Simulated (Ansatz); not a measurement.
Runs of Ansatz 0.2.0 on HgSe. Symmetry: F-43m, No. 216, cubic system. The conventional cell has a = 6.078 Å, b = 6.078 Å, c = 6.078 Å, α = 90.00°, β = 90.00°, γ = 90.00°. Around Hg (site symmetry -43m) lie 4 Se at 2.63 Å. Se (site symmetry -43m) is surrounded by 4 Hg at 2.63 Å. 

```csv
level,pressure (GPa),relaxed volume (Å³/atom)
PBEsol+D3(BJ),0.0,27.94
RPBE+D3(BJ),0.0,26.91
revPBE+D4,0.0,(b)
revPBE+D3(BJ),0.0,(a)
revPBE,0.0,31.67
```

Alike in all rows: task relaxation of cell and atoms; potentials or basis all-electron LAPW, scalar-relativistic; no spin polarisation; cell relaxed; k mesh 8 × 8 × 8; smearing fermi-dirac 0.05 eV; basis error allowed 0.001 eV/atom.

Problem. Fill in the values left out.

Solution. (a) 29.09; (b) 29.33.

Runs at the PBE level aren't shown here.
